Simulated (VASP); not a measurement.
# Re (P-1) in VASP: single point with PBE

Aim: the single point of Re with PBE.

Program: VASP 6.6.1. These are calculated values, not measurements. Logs are shortened: lines on timing, memory, paths and dates and some standing lists are left out, and cuts for length are marked.

**1. Starting point**

The typed cell holds 2 atoms: a = 2.761 Å, b = 2.761 Å, c = 4.458 Å, α = 90.00°, β = 90.00°, γ = 120.00°.

**2. Single point, PBE**

Input file INCAR:

```
ALGO = Fast
EDIFF = 1E-7
ENCUT = 520
GGA = PE
ISIF = 2
ISMEAR = 0
LASPH = T
LCHARG = F
LREAL = F
LWAVE = F
NBANDS = 14
NELM = 100
PREC = Accurate
SIGMA = 0.1
```

Input file KPOINTS:

```
k-points
0
Gamma
  10 10 6
```

Input file POSCAR:

```
Re
1.0
    2.7608000000      0.0000000000      0.0000000000
   -1.3804000000      2.3909229348      0.0000000000
    0.0000000000      0.0000000000      4.4582000000
Re
2
Direct
    0.6651910000      0.3157920000      0.7640740000
    0.3298360000      0.6656080000      0.2440940000
```

Potentials or basis: VASP PAW PBE potentials, release 64 (Re).

The run is started by

```bash
$ cat potpaw_PBE.64/Re/POTCAR > POTCAR
$ mpirun -np 1 vasp_std > vasp.out
```

OUTCAR:

```text
EDIFF = 1E-7
   ENCUT = 520
   GGA = PE
   ISIF = 2
   ISMEAR = 0
   LASPH = T
   LREAL = F
   NELM = 100
   PREC = Accurate

 ion  position               nearest neighbor table
   1  0.665  0.316  0.764-   2 2.65   2 2.67   2 2.70   2 2.79   2 2.81   2 2.84
   2  0.330  0.666  0.244-   1 2.65   1 2.67   1 2.70   1 2.79   1 2.81   1 2.84

  LATTYP: Found a hexagonal cell.
 ALAT       =     2.7608000000
 C/A-ratio  =     1.6148217908

  Lattice vectors:

 A1 = (   2.7608000000,   0.0000000000,   0.0000000000)
 A2 = (  -1.3804000000,   2.3909229348,   0.0000000000)
 A3 = (   0.0000000000,   0.0000000000,   4.4582000000)

Analysis of symmetry for initial positions (statically):
=====================================================================
 Subroutine PRICEL returns:
 Original cell was already a primitive cell.

 Routine SETGRP: Setting up the symmetry group for a
 hexagonal supercell.

 Subroutine GETGRP returns: Found  2 space group operations
 (whereof  1 operations were pure point group operations)
 out of a pool of 24 trial point group operations.

The static configuration has the point symmetry C_1 .
 The point group associated with its full space group is S_2 .

Analysis of symmetry for dynamics (positions and initial velocities):
=====================================================================
 Subroutine PRICEL returns:
 Original cell was already a primitive cell.

 Routine SETGRP: Setting up the symmetry group for a
 hexagonal supercell.

 Subroutine GETGRP returns: Found  2 space group operations
 (whereof  1 operations were pure point group operations)
 out of a pool of 24 trial point group operations.

The dynamic configuration has the point symmetry C_1 .
 The point group associated with its full space group is S_2 .

 Subroutine INISYM returns: Found  2 space group operations
 (whereof  1 operations are pure point group operations),
 and found     1 'primitive' translations

----------------------------------------------------------------------------------------

                                     Primitive cell

  volume of cell :      29.4280

  direct lattice vectors                    reciprocal lattice vectors
     2.760800000  0.000000000  0.000000000     0.362213851  0.209124264  0.000000000
    -1.380400000  2.390922935  0.000000000     0.000000000  0.418248529  0.000000000
     0.000000000  0.000000000  4.458200000     0.000000000  0.000000000  0.224305774

  length of vectors
[... 94 lines left out ...]
   NUPDOWN=      -1.0000    fix difference up-down
   EMIN   =  10.00;   EMAX   =-10.00  energy-range for DOS
   EFERMI =   0.00;   METHOD = LEGACY
   ISMEAR =     0;   SIGMA  =   0.10  broadening in eV -4-tet -1-fermi 0-gaus
   EFERMI_NEDOS =   21; number of points for ismear=-14 and -15
   IALGO  =     68    algorithm
   IMIX   =      4    mixing-type and parameters
     AMIX     =   0.40;   BMIX     =  1.00
     AMIX_MAG =   1.60;   BMIX_MAG =  1.00
  volume/ion in A,a.u.               =      14.71        99.29
  Fermi-wavevector in a.u.,A,eV,Ry     =   1.278000  2.415070 22.222174  1.633284
  Thomas-Fermi vector in A             =   2.410568
   LORBIT       =      0    0 simple, 1 ext, 2 COOP (PROOUT), +10 PAW based schemes
   GGA     = PE    functional components
   LHFCALC =     F    Hartree Fock is set to
   AEXX    =    0.0000 exact exchange contribution
   IVDW    =     0    specifies the selected vdW correction
   LEPSILON=     F    determine dielectric tensor
   LRPA    =     F    only Hartree local field effects (RPA)
 non-spin polarized calculation
 RMM-DIIS sequential band-by-band and
 Gauss-broadening in eV      SIGMA  =   0.10
  energy-cutoff  :      520.00
  volume of cell :       29.43
 maximum number of plane-waves:       808
 NGX is ok and might be reduce to    24
   NGX = 11   NGY = 11   NGZ = 17

 number of electron      14.0000000 magnetization

 Free energy of the ion-electron system (eV)
  ---------------------------------------------------
  ext. energy  EPLUGINS =         0.00000000
  ---------------------------------------------------
  free energy    TOTEN  =       -24.82647453 eV

  energy without entropy =      -24.81923272  energy(sigma->0) =      -24.82285363

 E-fermi :   7.8630     XC(G=0): -13.7223

 val. band max:        7.8539350268   @ k =   0.4000  -0.4000   0.1667
 cond. band min:       7.8675119646   @ k =   0.4000   0.1000   0.3333
 fundamental gap:      0.0135769377
 Fermi energy:         7.8630085087

 k-point     1 :       0.0000    0.0000    0.0000
  band No.  band energies     occupation
      1      -1.9771      2.00000
      2       1.2458      2.00000
      3       6.2407      2.00000
      4       6.2685      2.00000
      5       6.3231      2.00000
      6       7.0292      2.00000
      7       7.1138      2.00000
      8       8.0081      0.04011
      9       8.3143      0.00000
     10       8.5892      0.00000
     11      11.0781      0.00000
     12      11.5075      0.00000
     13      17.7457      0.00000
     14      22.0098      0.00000
[... 377 lines left out ...]
      1       0.4920      2.00000
      2       2.9972      2.00000
      3       4.3047      2.00000
      4       4.6613      2.00000
      5       5.9748      2.00000
      6       6.3932      2.00000
      7       7.4923      2.00000
      8       8.1811      0.00001
      9       8.8976      0.00000
     10       9.8545      0.00000
     11      11.7444      0.00000
     12      17.1230      0.00000
     13      17.3187      0.00000
     14      22.8118      0.00000

 [... further k-points ...]

------------------------ aborting loop because EDIFF is reached ----------------------------------------

  FORCE on cell =-STRESS in cart. coord.  units (eV):
  Direction    XX          YY          ZZ          XY          YZ          ZX
  --------------------------------------------------------------------------------------
  -------------------------------------------------------------------------------------
  Total        1.0236642      1.2623159      1.4361844      0.0934370     -0.1612780      0.1144036
  in kB       55.7324373     68.7256062     78.1917117      5.0870882     -8.7806295      6.2285990
  external PRESSURE =      67.5499184 kB  Pullay stress =       0.0000000 kB

 VOLUME and BASIS-vectors are now :
 -----------------------------------------------------------------------------
  energy-cutoff  :      520.00
  volume of cell :       29.43
      direct lattice vectors                 reciprocal lattice vectors
     2.760800000  0.000000000  0.000000000     0.362213851  0.209124264  0.000000000
    -1.380400000  2.390922935  0.000000000     0.000000000  0.418248529  0.000000000
     0.000000000  0.000000000  4.458200000     0.000000000  0.000000000  0.224305774

 POSITION                                       TOTAL-FORCE (eV/Angst)
 -----------------------------------------------------------------------------------
      1.40054      0.75503      3.40639        -0.174153      0.232301     -0.340647
     -0.00819      1.59142      1.08822         0.174153     -0.232301      0.340647
 -----------------------------------------------------------------------------------
    total drift:                               -0.000000     -0.000000     -0.000000

  FREE ENERGIE OF THE ION-ELECTRON SYSTEM (eV)
  ---------------------------------------------------
  free  energy   TOTEN  =       -24.8264745328 eV

  energy  without entropy=      -24.8192327243  energy(sigma->0) =      -24.82285363
```

Wall time 1.8 min (1 thread of Intel Xeon Platinum 8488C (Sapphire Rapids), shared host); peak memory 0.23 GiB.

What came out:

| Property | Result |
| --- | --- |
| Free energy | -24.8265 eV |
| Pressure | 6.8 GPa |
| Largest force | 0.448 eV/Å |
| Band gap on the k mesh | none (metal or under the smearing width) |

Forces on the atoms (eV/Å):
```
Re  -0.174  0.232 -0.341
Re   0.174 -0.232  0.341
```

Levels at points of the mesh, in eV from the Fermi level:
```csv
k point,band 5,band 6,band 7,band 8,band 9,band 10
"(0.00, 0.00, 0.00)",-1.54,-0.83,-0.75,0.15,0.45,0.73
"(0.50, 0.00, 0.00)",-1.71,-1.35,-0.56,3.98,4.33,4.60
"(0.00, 0.50, 0.00)",-1.79,-1.53,-0.58,3.94,4.33,4.62
"(0.50, 0.50, 0.00)",-1.60,-1.10,-0.50,4.04,4.35,4.60
"(0.00, 0.00, 0.50)",-1.76,-1.71,-1.70,-1.64,2.28,2.47
"(0.50, 0.00, 0.50)",0.01,0.81,0.97,1.04,4.23,4.37
"(0.00, 0.50, 0.50)",0.02,0.84,1.04,1.09,4.21,4.38
"(0.50, 0.50, 0.50)",-0.02,0.81,0.85,0.89,4.25,4.38
```

The run has no spin-orbit coupling, so splittings on Re are missing.
